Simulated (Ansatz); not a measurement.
AlN: strain and displacement

```
Al N
1.0
     3.11100    0.00000    0.00000
    -1.55550    2.69421    0.00000
     0.00000    0.00000    4.97800
Al N
2 2
Direct
  0.33333 0.66667 0.00000
  0.66667 0.33333 0.50000
  0.33333 0.66667 0.38500
  0.66667 0.33333 0.88500
```

Atom numbers follow the list: Al1, Al2, N3, N4.

The cell is COD entry 9008860, as deposited and not checked against the literature; nothing was relaxed.

Method: DFT, PBEsol, all-electron PAW with datasets made for the crystal, scalar-relativistic (Ansatz 0.2.0).

Sampling and basis: a Γ-centred 11×11×6 k mesh, Fermi–Dirac smearing of 0.02 eV, cutoff 360 eV (chosen by the program for this cell), no spin polarisation.

The unchanged cell is at 0.42 GPa.

Semilocal functionals give too small gaps.

x, y and z are the Cartesian axes of the cell as listed; fractional coordinates follow a strain, and an engineering shear is twice the off-diagonal strain component.

With equal xy, yz and zx engineering shear strains of -3 %: energy change +13 meV/atom; stress change (xx, yy, zz, yz, xz, xy) 0.30, 0.29, 0.26, 3.78, 3.79, 5.32 GPa, compression positive; change of the force on N4 (-0.548, -0.200, -0.042) eV/Å; gap on the k mesh 4.08 → 4.01 eV.

With equal xy, yz and zx engineering shear strains of -1 %: energy change +1 meV/atom; stress change (xx, yy, zz, yz, xz, xy) 0.03, 0.03, 0.03, 1.27, 1.27, 1.77 GPa, compression positive; change of the force on N4 (-0.170, -0.058, -0.005) eV/Å; gap on the k mesh 4.08 → 4.08 eV.

With equal xy, yz and zx engineering shear strains of +2 %: energy change +6 meV/atom; stress change (xx, yy, zz, yz, xz, xy) 0.12, 0.14, 0.11, -2.55, -2.56, -3.56 GPa, compression positive; change of the force on N4 (0.307, 0.091, -0.018) eV/Å; gap on the k mesh 4.08 → 4.06 eV.
